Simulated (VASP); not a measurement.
# Ta (Im-3m) in VASP: single point with PBE0

Aim: the single point of Ta with PBE0.

All numbers are computed with VASP 6.6.1; they aren't measurements. Logs are shortened: lines on timing, memory, paths and dates and some standing lists are left out, and cuts for length are marked.

### 1 Starting point

The structure is cubic, space group Im-3m (No. 229). The conventional cell has a = 3.282 Å, b = 3.282 Å, c = 3.282 Å, α = 90.00°, β = 90.00°, γ = 90.00°. Around Ta (site symmetry m-3m) lie 8 Ta at 2.84 Å.

### 2 Single point, PBE0

The input, POSCAR:

```
Ta
1.0
   -1.6407700000      1.6407700000      1.6407700000
    1.6407700000     -1.6407700000      1.6407700000
    1.6407700000      1.6407700000     -1.6407700000
Ta
1
Direct
    0.0000000000      0.0000000000      0.0000000000
```

The input, INCAR.step1:

```
ALGO = Normal ; EDIFF = 1E-5
ENCUT = 520 ; GGA = PE
ISIF = 2 ; ISMEAR = 0
LASPH = T ; LCHARG = F
LREAL = F ; LWAVE = T
NELM = 100 ; PREC = Accurate
SIGMA = 0.1
```

The input, INCAR.step2:

```
AEXX = 0.25 ; ALGO = Normal
EDIFF = 1E-6 ; ENCUT = 520
GGA = PE ; ISIF = 2
ISMEAR = 0 ; ISTART = 1
LASPH = T ; LCHARG = F
LHFCALC = T ; LREAL = F
LWAVE = F ; NELM = 100
PREC = Accurate ; PRECFOCK = Fast
SIGMA = 0.1
```

The input, KPOINTS:

```
k-points
0
Gamma
  8 8 8
```

Potentials or basis: VASP PAW PBE potentials, release 64 (Ta_pv).

Started as:

```
cat potpaw_PBE.64/Ta_pv/POTCAR > POTCAR
cp INCAR.step1 INCAR
mpirun -np 1 vasp_std > vasp.out
cp INCAR.step2 INCAR
mpirun -np 1 vasp_std > vasp.out
```

OUTCAR:

```text
AEXX = 0.25
   EDIFF = 1E-6
   ENCUT = 520
   GGA = PE
   ISIF = 2
   ISMEAR = 0
   ISTART = 1
   LASPH = T
   LHFCALC = T
   LREAL = F
   NELM = 100
   PREC = Accurate
   PRECFOCK = Fast

 ion  position               nearest neighbor table
   1  0.000  0.000  0.000-

  LATTYP: Found a body centered cubic cell.
 ALAT       =     3.2815400000

  Lattice vectors:

 A1 = (  -1.6407700000,   1.6407700000,   1.6407700000)
 A2 = (   1.6407700000,  -1.6407700000,   1.6407700000)
 A3 = (   1.6407700000,   1.6407700000,  -1.6407700000)

Analysis of symmetry for initial positions (statically):
=====================================================================
 Subroutine PRICEL returns:
 Original cell was already a primitive cell.

 Routine SETGRP: Setting up the symmetry group for a
 body centered cubic supercell.

 Subroutine GETGRP returns: Found 48 space group operations
 (whereof 48 operations were pure point group operations)
 out of a pool of 48 trial point group operations.

The static configuration has the point symmetry O_h .

Analysis of symmetry for dynamics (positions and initial velocities):
=====================================================================
 Subroutine PRICEL returns:
 Original cell was already a primitive cell.

 Routine SETGRP: Setting up the symmetry group for a
 body centered cubic supercell.

 Subroutine GETGRP returns: Found 48 space group operations
 (whereof 48 operations were pure point group operations)
 out of a pool of 48 trial point group operations.

The dynamic configuration has the point symmetry O_h .

 Subroutine INISYM returns: Found 48 space group operations
 (whereof 48 operations are pure point group operations),
 and found     1 'primitive' translations

----------------------------------------------------------------------------------------

                                     Primitive cell

  volume of cell :      17.6686

  direct lattice vectors                    reciprocal lattice vectors
    -1.640770000  1.640770000  1.640770000     0.000000000  0.304734972  0.304734972
     1.640770000 -1.640770000  1.640770000     0.304734972  0.000000000  0.304734972
     1.640770000  1.640770000 -1.640770000     0.304734972  0.304734972  0.000000000

  length of vectors
     2.841897004  2.841897004  2.841897004     0.430960330  0.430960330  0.430960330

  position of ions in fractional coordinates (direct lattice)
     0.000000000  0.000000000  0.000000000

  ion indices of the primitive-cell ions
   primitive index   ion index
                 1           1

----------------------------------------------------------------------------------------

 KPOINTS: k-points

Automatic generation of k-mesh.
 Grid dimensions read from file:
 generate k-points for:    8    8    8

 Generating k-lattice:

  Cartesian coordinates                     Fractional coordinates (reciprocal lattice)
     0.000000000  0.038091871  0.038091871     0.125000000  0.000000000  0.000000000
     0.038091871  0.000000000  0.038091871     0.000000000  0.125000000  0.000000000
     0.038091871  0.038091871  0.000000000     0.000000000  0.000000000  0.125000000

  Length of vectors
     0.053870041  0.053870041  0.053870041

  Shift w.r.t. Gamma in fractional coordinates (k-lattice)
     0.000000000  0.000000000  0.000000000

 Subroutine IBZKPT returns following result:
 ===========================================

 Found     29 irreducible k-points:

 Following reciprocal coordinates:
            Coordinates               Weight
  0.000000  0.000000  0.000000      1.000000
  0.125000  0.000000  0.000000     12.000000
  0.250000  0.000000  0.000000     12.000000
  0.375000  0.000000  0.000000     12.000000
  0.500000  0.000000  0.000000      6.000000
  0.125000  0.125000  0.000000     24.000000
[... 16 lines left out ...]
 -0.250000  0.250000  0.250000      6.000000
 -0.375000  0.375000  0.250000     24.000000
 [... further k-points ...]
   k-points           NKPTS =     29   k-points in BZ     NKDIM =    512   number of bands    NBANDS=      9
   number of dos      NEDOS =    301   number of ions     NIONS =      1
   total plane-waves  NPLWV =  13824
   dimension x,y,z NGX =    24 NGY =   24 NGZ =   24
   dimension x,y,z NGXF=    48 NGYF=   48 NGZF=   48
   ions per type =               1
   NGX,Y,Z   is equivalent  to a cutoff of  14.04, 14.04, 14.04 a.u.
   NGXF,Y,Z  is equivalent  to a cutoff of  28.08, 28.08, 28.08 a.u.
 SYSTEM =  unknown system
   PREC   = accura    normal or accurate (medium, high low for compatibility)
   ISTART =      1    job   : 0-new  1-cont  2-samecut
   ICHARG =      0    charge: 1-file 2-atom 10-const
   ISPIN  =      1    spin polarized calculation?
   LNONCOLLINEAR =      F non collinear calculations
   LSORBIT =      F    spin-orbit coupling
   LASPH  =      T    aspherical Exc in radial PAW
   ENCUT  =  520.0 eV  38.22 Ry    6.18 a.u.   5.28  5.28  5.28*2*pi/ulx,y,z
   NELM   =    100;   NELMIN=  2; NELMDL=  0     # of ELM steps
   EDIFF  = 0.1E-05   stopping-criterion for ELM
   LREAL  =      F    real-space projection
   EDIFFG = 0.1E-04   stopping-criterion for IOM
   NSW    =      0    number of steps for IOM
   IBRION =     -1    ionic relax: 0-MD 1-quasi-New 2-CG
   NFREE  =      0    steps in history (QN), initial steepest desc. (CG)
   ISIF   =      2    stress and relaxation
   ISYM   =      3    0-nonsym 1-usesym 2-fastsym
   POTIM  = 0.5000    time-step for ionic-motion
   TEBEG  =    0.0;   TEEND  =   0.0 temperature during run
   PSTRESS=    0.0 pullay stress
   NELECT =      11.0000    total number of electrons
   NUPDOWN=      -1.0000    fix difference up-down
   EMIN   =  10.00;   EMAX   =-10.00  energy-range for DOS
   EFERMI =   0.00;   METHOD = LEGACY
   ISMEAR =     0;   SIGMA  =   0.10  broadening in eV -4-tet -1-fermi 0-gaus
   EFERMI_NEDOS =   21; number of points for ismear=-14 and -15
   IALGO  =     38    algorithm
   IMIX   =      1    mixing-type and parameters
     AMIX     =   0.40;   BMIX     =  1.00
     AMIX_MAG =   1.60;   BMIX_MAG =  1.00
  volume/ion in A,a.u.               =      17.67       119.23
  Fermi-wavevector in a.u.,A,eV,Ry     =   1.397885  2.641619 26.586895  1.954082
  Thomas-Fermi vector in A             =   2.521097
   LORBIT       =      0    0 simple, 1 ext, 2 COOP (PROOUT), +10 PAW based schemes
   GGA     = PE    functional components
   LHFCALC =     T    Hartree Fock is set to
   PRECFOCK=fast      Normal, Fast or Accurate (Low or Medium for compatibility)
   ENCUT4O =  -1.0   cutoff for four orbital integrals eV
   NKREDX  =     1    reduce k-point grid by
   NKREDY  =     1    reduce k-point grid by
   NKREDZ  =     1    reduce k-point grid by
   AEXX    =    0.2500 exact exchange contribution
   HFSCREEN=    0.0000 screening length (either q_TF or 0.3 A-1)
   HFSCREENC=   0.0000 screening length for correlation (either q_TF or 0.3 A-1)
   ENCUTFOCK=  -1.0 apply spherical cutoff to Coloumb kernel
   IVDW    =     0    specifies the selected vdW correction
   LEPSILON=     F    determine dielectric tensor
   LRPA    =     F    only Hartree local field effects (RPA)
 non-spin polarized calculation
 Gauss-broadening in eV      SIGMA  =   0.10
  energy-cutoff  :      520.00
  volume of cell :       17.67
 maximum number of plane-waves:       490
 NGX is ok and might be reduce to    24
  NGX = 14; NGY = 14; NGZ = 14

 number of electron      11.0000002 magnetization

 Free energy of the ion-electron system (eV)
  ---------------------------------------------------
  ext. energy  EPLUGINS =         0.00000000
  ---------------------------------------------------
  free energy    TOTEN  =       -14.61854551 eV

  energy without entropy =      -14.61725206  energy(sigma->0) =      -14.61789879

 E-fermi :   5.4609     XC(G=0):  -9.9791

 val. band max:        5.0884600032   @ k =   0.1250   0.1250   0.0000
 cond. band min:       5.4757826106   @ k =   0.5000   0.5000   0.1250
 fundamental gap:      0.3873226075
 Fermi energy:         5.4609021148

 k-point     1 :       0.0000    0.0000    0.0000
  band No.  band energies     occupation
      1     -30.2544      2.00000
      2     -30.2544      2.00000
      3     -30.2544      2.00000
      4      -4.0559      2.00000
      5       6.9474      0.00000
      6       6.9474      0.00000
      7       6.9474      0.00000
      8      10.7643      0.00000
      9      10.7643      0.00000

 k-point     2 :       0.1250    0.0000    0.0000
  band No.  band energies     occupation
      1     -30.4818      2.00000
      2     -30.3210      2.00000
      3     -30.2555      2.00000
      4      -3.2779      2.00000
      5       6.2860      0.00000
      6       6.5685      0.00000
      7       7.6950      0.00000
      8      10.1053      0.00000
      9      10.7432      0.00000

 k-point     3 :       0.2500    0.0000    0.0000
  band No.  band energies     occupation
      1     -31.0033      2.00000
      2     -30.4776      2.00000
      3     -30.2567      2.00000
      4      -1.4226      2.00000
      5       4.5854      2.00000
      6       5.0564      2.00000
      7       9.8394      0.00000
      8      10.0726      0.00000
      9      10.8914      0.00000

 k-point     4 :       0.3750    0.0000    0.0000
  band No.  band energies     occupation
      1     -31.4919      2.00000
      2     -30.6308      2.00000
      3     -30.2580      2.00000
      4      -0.1790      2.00000
      5       3.5726      2.00000
      6       5.9896      0.00000
      7      10.6452      0.00000
      8      11.3850      0.00000
      9      12.8710      0.00000
[... 205 lines left out ...]
 k-point    22 :       0.2500    0.2500    0.2500
  band No.  band energies     occupation
      1     -30.9760      2.00000
      2     -30.9760      2.00000
      3     -30.9760      2.00000
      4       3.4679      2.00000
      5       3.4679      2.00000
      6       3.4679      2.00000
      7      11.9614      0.00000
      8      11.9614      0.00000
      9      14.0384      0.00000

 k-point    23 :      -0.2500    0.2500    0.2500
  band No.  band energies     occupation
      1     -31.0338      2.00000
      2     -30.7258      2.00000
      3     -30.7258      2.00000
      4       0.7244      2.00000
      5       4.0856      2.00000
      6       7.3470      0.00000
      7       7.3470      0.00000
      8       9.6538      0.00000
      9      11.8818      0.00000

 k-point    24 :      -0.3750    0.3750    0.2500
  band No.  band energies     occupation
      1     -31.3111      2.00000
      2     -30.8929      2.00000
      3     -30.7715      2.00000
      4       1.7164      2.00000
      5       2.7463      2.00000
      6       7.3076      0.00000
      7       8.1991      0.00000
      8      12.1703      0.00000
      9      12.3021      0.00000

 [... further k-points ...]

------------------------ aborting loop because EDIFF is reached ----------------------------------------

  FORCE on cell =-STRESS in cart. coord.  units (eV):
  Direction    XX          YY          ZZ          XY          YZ          ZX
  --------------------------------------------------------------------------------------
  -------------------------------------------------------------------------------------
  Total        0.0480812      0.0480812      0.0480812      0.0000000      0.0000000     -0.0000000
  in kB        4.3599635      4.3599635      4.3599635      0.0000000      0.0000000     -0.0000000
  external PRESSURE =       4.3599635 kB  Pullay stress =       0.0000000 kB

 VOLUME and BASIS-vectors are now :
 -----------------------------------------------------------------------------
  energy-cutoff  :      520.00
  volume of cell :       17.67
      direct lattice vectors                 reciprocal lattice vectors
    -1.640770000  1.640770000  1.640770000     0.000000000  0.304734972  0.304734972
     1.640770000 -1.640770000  1.640770000     0.304734972  0.000000000  0.304734972
     1.640770000  1.640770000 -1.640770000     0.304734972  0.304734972  0.000000000

 POSITION                                       TOTAL-FORCE (eV/Angst)
 -----------------------------------------------------------------------------------
      0.00000      0.00000      0.00000        -0.000000      0.000000      0.000000
 -----------------------------------------------------------------------------------
    total drift:                               -0.000000     -0.000000     -0.000000

  FREE ENERGIE OF THE ION-ELECTRON SYSTEM (eV)
  ---------------------------------------------------
  free  energy   TOTEN  =       -14.6185455131 eV

  energy  without entropy=      -14.6172520622  energy(sigma->0) =      -14.61789879
```

It took 25 min on 1 thread of Intel Xeon Platinum 8375C at 2.90GHz (Ice Lake), shared host; peak memory 0.16 GiB.

Results:

- Free energy: -14.6185 eV
- Pressure: 0.4 GPa
- Band gap on the k mesh: none (metal or under the smearing width)

Levels at points of the mesh, in eV from the Fermi level:
```
           k point  band 2  band 3  band 4  band 5  band 6  band 7  band 8  band 9
(0.00, 0.00, 0.00)  -35.72  -35.72   -9.52    1.49    1.49    1.49    5.30    5.30
(0.50, 0.00, 0.00)  -36.15  -35.72   -5.54   -2.25    1.91    5.19    6.29    9.38
(0.50, 0.50, 0.50)  -36.67  -36.67   -4.92   -4.92    8.33    8.33    8.33    9.98
```

Caveat: the PAW data sets were made with another functional, which shifts forces and pressure a little.
